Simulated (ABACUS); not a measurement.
**GaP: equation of state with PBEsol**

**Measured values to compare with.**

“Phosphorous dimerization in GaP at high pressure”, 2017, arxiv:1709.06667 reports, for a bulk crystal of GaP: bulk modulus 87.5 ± 0.6 GPa.

GaP:

```
Ga P
1.0
     0.00000    2.72525    2.72525
     2.72525    0.00000    2.72525
     2.72525    2.72525    0.00000
Ga P
1 1
Direct
  0.00000 0.00000 0.00000
  0.75000 0.75000 0.75000
```

```
Program                                       : ABACUS 3.10.1
Task                                          : equation of state
Functional                                    : PBEsol
Potentials or basis                           : PseudoDojo NC SR 0.4.1 PBEsol standard
Cutoff                                        : 1102 eV
Density cutoff                                : 4408 eV
Basis                                         : plane waves
k mesh                                        : 8 × 8 × 8
Occupations                                   : fermi-dirac, width 0.05 eV
Spin                                          : no spin polarisation
Radial cutoff of the potentials (pseudo_rcut) : 7 bohr
SCF threshold on the density                  : 1e-08
Max SCF steps                                 : 100
Eigensolver                                   : dav
Mixing                                        : broyden
Mixing share                                  : 0.7
Symmetry key                                  : 1
Bands                                         : 13
```

The equilibrium volume is 20.12 Å³/atom and the bulk modulus is 85 GPa. The pressure derivative of the bulk modulus is 4.5.

Energy against volume, from the lowest point:
```
volume (Å³/atom)  energy (meV/atom)
          19.026              17.26
          19.431               6.49
          19.836               0.92
          20.240               0.00
          20.645               3.26
          21.050              10.25
          21.455              20.59
```

All runs of the series together: 32 s on 4 threads of Intel(R) Xeon(R) 6975P-C (Granite Rapids), with other jobs on the host.

A measured bulk modulus of GaP is 87.5 GPa (“Phosphorous dimerization in GaP at high pressure”, 2017, arxiv:1709.06667); the calculated 85 GPa misses it by -3.3 %. The fit is for a static lattice scaled at fixed shape and fixed fractional positions.
